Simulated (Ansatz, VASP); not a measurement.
Au: VASP beside Ansatz

The input INCAR:

```
PREC = Accurate ; ENCUT = 520
EDIFF = 1E-6 ; ISMEAR = -1
SIGMA = 0.08 ; LREAL = False
LASPH = True ; NELM = 60
ALGO = Normal ; ISIF = 2
LWAVE = False ; LCHARG = False
GGA = PS ; NBANDS = 12
```

File KPOINTS:

```
Automatic mesh
0
Gamma
  18 18 18
```

The input POSCAR:

```
Au
1.0
    0.0000000000      1.8300355251      1.8300355251
    1.8300355251      0.0000000000      1.8300355251
    1.8300355251      1.8300355251      0.0000000000
Au
1
Direct
    0.0000000000      0.0000000000      0.0000000000
```

Input for Ansatz:

```yaml
crystal:
  lattice:
    - [0.0, 1.8300355251, 1.8300355251]
    - [1.8300355251, 0.0, 1.8300355251]
    - [1.8300355251, 1.8300355251, 0.0]
  atoms:
    - { symbol: Au, position: [0.0, 0.0, 0.0] }
kpoints:
  mp_grid: { grid: [18, 18, 18] }
scf:
  occupations: { method: fermi_dirac, width: 0.08 }
hamiltonian:
  xc: pbesol
  pseudopotentials: { kind: all_electron, lapw: { basis_error: 0.001 } }
output:
  forces: true
  stress: true
  eigenvalues: true
  populations: true
```

Change from the starting cell: volume scaled by 0.72, LAPW.

Alike in both runs: task single point; functional PBEsol; k mesh 18 × 18 × 18; occupations fermi-dirac, width 0.08 eV; no spin polarisation.

|  | VASP | Ansatz |
| --- | --- | --- |
| version | VASP 6.6.1 | Ansatz 0.2.0 |
| potentials or method | VASP PAW PBE potentials, release 64 (Au) | all-electron LAPW, scalar-relativistic |
| plane-wave cutoff (eV) | 520 | see its input |

Ansatz gave:

```
pressure (GPa) : 143.6
```

Question: Which values does VASP return?

Answer: Pressure (GPa): 144.1.

Ansatz ran all-electron here, so the differences hold the error of VASP's frozen core and of both bases.

Caveats: the cell as given lies far from equilibrium; so large a pressure means that the cell lies far from this level's equilibrium, or that cutoff or potentials fall short (VASP); the potentials were made for another functional, which shifts forces and pressure (VASP). Spin-orbit coupling is left out, which matters for the levels of Au.
